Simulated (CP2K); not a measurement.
## Pb under changes of volume

One of the cells (31.034 Å³/atom); the others are scaled copies at fixed shape and fractional positions:

```
CELL_PARAMETERS angstrom
3.42887 0.00000 0.00000
-1.14296 3.23277 0.00000
-1.14296 -1.61639 2.79966
ATOMIC_POSITIONS crystal
Pb 0.00000 0.00000 0.00000
```

This isn't the form of Pb at room conditions, which is fcc.

* Program: CP2K 2026.2
* Functional: r2SCAN
* Potentials or basis: POTENTIAL_UZH Pb GTH-SCAN-q4; TZVP-MOLOPT-SCAN-GTH basis
* Density cutoff: 9184 eV
* k mesh: 9 × 9 × 9
* Occupations: fermi-dirac, width 0.05 eV
* Spin: no spin polarisation

| volume (Å³/atom) | energy over the lowest point (meV/atom) | pressure (GPa) |
| --- | --- | --- |
| 29.172 | ? | ? |
| 29.792 | 0.00 | 0.0 |
| 30.413 | 1.86 | -0.9 |
| 31.034 | 7.23 | -1.8 |
| 31.654 | 15.79 | -2.5 |
| 32.275 | 27.13 | -3.1 |
| 32.896 | 40.88 | -3.7 |

What does the run at 29.172 Å³/atom give?

Energy over the lowest point 1.89 meV/atom; pressure 1.0 GPa.

Worked out: A Birch-Murnaghan fit of order 3 (a polynomial in V^(-2/3)) to the other rows has its minimum at 29.81 Å³/atom with B0 = V·E''(V) = 50 GPa and B' = 5.1. It gives 2.22 meV/atom at 29.172 Å³/atom, against the run's 1.89, and -dE/dV = 1.1 GPa, against 1.0.

Energies are extrapolated to zero smearing.

Caveats: the basis of atomic orbitals isn't converged, which shifts pressures, moduli and gaps.
